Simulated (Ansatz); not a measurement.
# AlN: further runs on the relaxed cell

This session takes AlN and sets out to relax it again with other functionals.

Program: Ansatz 0.2.0. Level of theory: DFT PBE, scalar-relativistic, plane waves, PAW, unless a step's input says otherwise. These are calculated values, not measurements.

## 1. The structure to begin with

It takes space group P6_3mc (No. 186, hexagonal). The conventional cell has a = 3.130 Å, b = 3.130 Å, c = 5.018 Å, α = 90.00°, β = 90.00°, γ = 120.00°. Around Al (site symmetry 3m) lie 4 N at 1.90 to 1.91 Å. N (site symmetry 3m) is surrounded by 4 Al at 1.90 to 1.91 Å.

As a file:

```cif
data_structure
_symmetry_space_group_name_H-M 'P6_3mc'
_symmetry_Int_Tables_number 186
_cell_length_a 3.1302
_cell_length_b 3.1302
_cell_length_c 5.0181
_cell_angle_alpha 90.000
_cell_angle_beta 90.000
_cell_angle_gamma 120.000
_cell_volume 42.58
loop_
_atom_site_label
_atom_site_type_symbol
_atom_site_symmetry_multiplicity
_atom_site_Wyckoff_symbol
_atom_site_fract_x
_atom_site_fract_y
_atom_site_fract_z
_atom_site_occupancy
Al1 Al 2 b 0.33333 0.66667 0.00023 1
N1 N 2 b 0.33333 0.66667 0.38177 1
```

It is the result of an earlier relaxation at this level (volume 10.65 Å³/atom; gap on the mesh: 4.03 eV).

## 2. Relaxing with PBEsol

The input, input.yaml:

```yaml
crystal:
  lattice:
    - [3.1302279165, 0.0, 0.0]
    - [-1.5651139583, 2.7108568953, 0.0]
    - [0.0, 0.0, 5.0181059732]
  atoms:
    - { symbol: Al, position: [0.3333333333, 0.6666666667, 0.0002300922] }
    - { symbol: Al, position: [0.6666666667, 0.3333333333, 0.5002300922] }
    - { symbol: "N", position: [0.3333333333, 0.6666666667, 0.3817699078] }
    - { symbol: "N", position: [0.6666666667, 0.3333333333, 0.8817699078] }
basis:
  ecutwfc: 420
kpoints:
  mp_grid: { grid: [9, 9, 6] }
hamiltonian:
  xc: pbesol
scf:
  occupations: { method: gaussian, width: 0.02 }
output:
  forces: true
  stress: true
  eigenvalues: true
relax:
  adjacent_minimum: "off"
  f_tol: 0.005
  max_steps: 50
  cell: { stress_tol: 0.05 }
```

Started as:

```sh
$ ansatz run input.yaml --threads 1 --pin off --max-ram 2560MiB --backend cpu --events-out ev --progress --plain --runs-dir out
```

## 3. The cell under PBE+D3(BJ)

input.yaml: that of step 2 with these lines changed.

```diff
@@ -15,3 +15,4 @@
 hamiltonian:
-  xc: pbesol
+  xc: pbe
+  dispersion: d3bj
 scf:
@@ -22,2 +23,6 @@
   eigenvalues: true
+  write_density: true
+  write_potential: true
+  elf: true
+  volumetric_format: npy
 relax:
```

## 4. The cell under LDA

input.yaml: that of step 3 with these lines changed.

```diff
@@ -15,4 +15,3 @@
 hamiltonian:
-  xc: pbe
-  dispersion: d3bj
+  xc: lda
 scf:
@@ -23,6 +22,2 @@
   eigenvalues: true
-  write_density: true
-  write_potential: true
-  elf: true
-  volumetric_format: npy
 relax:
```

## 5. The cell under r2SCAN

input.yaml: that of step 4 with these lines changed.

```diff
@@ -11,3 +11,3 @@
 basis:
-  ecutwfc: 420
+  ecutwfc: 500
 kpoints:
@@ -15,3 +15,3 @@
 hamiltonian:
-  xc: lda
+  xc: r2scan
 scf:
```

(Steps that only read results are left out.)

Before running it: what results should come out?

As calculated:

The volumes rise in the order LDA, r2SCAN, PBE+D3(BJ), PBEsol, PBE, over 4.3 %. r2SCAN comes nearest to the reported cell (+0.6 %).
